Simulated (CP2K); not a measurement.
# HfO2 in CP2K: the effect of functional

The system is HfO2.

```
CELL_PARAMETERS angstrom
3.61685 0.00000 0.00000
1.80843 3.13229 0.00000
1.80843 1.04410 2.95315
ATOMIC_POSITIONS crystal
Hf 0.00000 0.00000 0.00000
O 0.75000 0.75000 0.75000
O 0.25000 0.25000 0.25000
```

Measurements of this composition are mostly on another form, of space group No. 14.

Alike in all runs:

- Program: CP2K 2026.2
- Task: band structure
- Potentials or basis: POTENTIAL_UZH Hf GTH-PBE-q12, O GTH-PBE-q6; TZVP-MOLOPT-PBE-GTH basis
- Density cutoff: 11565 eV
- k mesh: 9 × 9 × 9
- Occupations: fermi-dirac, width 0.05 eV
- Spin: no spin polarisation

**Question.** One run gave: gap on the mesh 3.92 eV; pressure -13.3 GPa. Which functional did it use?
A. PW91
B. LDA
C. AM05
D. TASK
E. BEEF-vdW

**Answer.** C.

| functional | gap on the mesh (eV) | pressure (GPa) |
| --- | --- | --- |
| LDA | 3.79 | -17.7 |
| PBEsol | 3.87 | -13.9 |
| AM05 | 3.92 | -13.3 |
| BEEF-vdW | 4.13 | -6.7 |
| PW91 | 3.99 | -8.3 |
| TASK | 5.37 | -0.2 |

Caveats: the potentials were made for another functional, which shifts forces and pressure; spin-orbit coupling is left out, which moves the levels of the heavy elements; the basis of atomic orbitals isn't converged, which shifts pressures, moduli and gaps; the mesh misses the band edges, which the band path finds closer together (some runs).

Runs at the PBE level aren't shown here.
